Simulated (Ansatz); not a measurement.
BP:

```
P B
1.0
     0.00000    2.26900    2.26900
     2.26900    0.00000    2.26900
     2.26900    2.26900    0.00000
P B
1 1
Direct
  0.75000 0.75000 0.75000
  0.00000 0.00000 0.00000
```

Base run:

- Program: Ansatz 0.2.0
- Functional: LDA
- Potentials or basis: Ansatz PAW
- Cutoff: 420 eV (not typed: the program's choice for these potentials)
- k mesh: 10 × 10 × 10
- Occupations: fermi-dirac, width 0.05 eV
- Spin: no spin polarisation

Its results: band gap on the k mesh 1.19 eV, indirect (least direct gap 3.38 eV); pressure -5.2 GPa.

The run is repeated on the same cell with these changes: functional from LDA to BLYP. What comes out?

Band gap on the k mesh 1.51 eV, indirect (least direct gap 3.55 eV); pressure 6.0 GPa.

BLYP binds less tightly than LDA, so the same cell stands under more pressure.

Caveats: the PAW data sets come from PBE, with cores solved anew for the run's functional, which leaves a small shift of forces and pressure.
